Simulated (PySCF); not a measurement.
# Electric properties by functional and basis

Compound: 1-propanamine, C3H9N.
InChI=1S/C3H9N/c1-2-3-4/h2-4H2,1H3

PySCF, dipoles from the SCF density, polarisabilities from static response with core orbitals frozen. Geometry: PBE0-D3(BJ)/def2-SVP, one conformer, isolated molecule.

Reference polarisability: 7.700 Å³ (measured, gas; NIST CCCBDB Release 22 (SRD 101), experimental polarizabilities). The anisotropy is √(½[(α1 − α2)² + (α2 − α3)² + (α3 − α1)²]).

```json
{"level": "LDA/def2-SVPD", "μ (D)": "1.214", "α (au)": "52.15", "error (%)": "+0.4", "anisotropy (au)": "11.85"}
{"level": "PBE/def2-SVPD", "μ (D)": "1.171", "α (au)": "51.30", "error (%)": "-1.3", "anisotropy (au)": "11.69"}
{"level": "B3LYP/def2-SVPD", "μ (D)": "1.214", "α (au)": "49.77", "error (%)": "-4.2", "anisotropy (au)": "10.81"}
{"level": "PBE0/def2-SVPD", "μ (D)": "1.214", "α (au)": "49.23", "error (%)": "-5.3", "anisotropy (au)": "10.78"}
{"level": "BHandHLYP/def2-SVPD", "μ (D)": "1.254", "α (au)": "47.88", "error (%)": "-7.8", "anisotropy (au)": "10.03"}
{"level": "CAM-B3LYP/def2-SVPD", "μ (D)": "1.255", "α (au)": "48.96", "error (%)": "-5.8", "anisotropy (au)": "10.19"}
{"level": "wB97X-D/def2-SVPD", "μ (D)": "1.249", "α (au)": "48.94", "error (%)": "-5.8", "anisotropy (au)": "10.22"}
{"level": "LC-wPBE/def2-SVPD", "μ (D)": "1.280", "α (au)": "47.60", "error (%)": "-8.4", "anisotropy (au)": "9.66"}
{"level": "HF/def2-SVPD", "μ (D)": "1.295", "α (au)": "46.08", "error (%)": "-11.3", "anisotropy (au)": "9.03"}
{"level": "PBE0/6-31G*", "μ (D)": "1.330", "α (au)": "40.23", "error (%)": "-22.6", "anisotropy (au)": "9.16"}
{"level": "PBE0/6-31+G*", "μ (D)": "1.387", "α (au)": "45.14", "error (%)": "-13.1", "anisotropy (au)": "8.25"}
{"level": "PBE0/def2-SVP", "μ (D)": "1.254", "α (au)": "41.74", "error (%)": "-19.7", "anisotropy (au)": "9.35"}
{"level": "PBE0/aug-cc-pVDZ", "μ (D)": "1.202", "α (au)": "50.78", "error (%)": "-2.3", "anisotropy (au)": "11.28"}
{"level": "PBE0/def2-TZVP", "μ (D)": "1.238", "α (au)": "47.27", "error (%)": "-9.0", "anisotropy (au)": "10.73"}
{"level": "PBE0/def2-TZVPD", "μ (D)": "1.196", "α (au)": "50.50", "error (%)": "-2.8", "anisotropy (au)": "11.32"}
```

For the polarisability, the smallest error is 0.4% (LDA/def2-SVPD) and the largest 22.6% (PBE0/6-31G*). The dipole runs from 1.17 D (PBE/def2-SVPD) to 1.39 D (PBE0/6-31+G*). In one basis (def2-SVPD) the functionals order the polarisability from HF (lowest) to LDA (highest), a spread of 13%. With PBE0 the polarisability is 43.08 au without diffuse functions (mean of 6-31G*, def2-SVP and def2-TZVP) and 48.91 au with them (mean of 6-31+G*, def2-SVPD, aug-cc-pVDZ and def2-TZVPD). Measured values can belong to vibrating molecules and may average over conformers; the computed ones are for one fixed geometry.
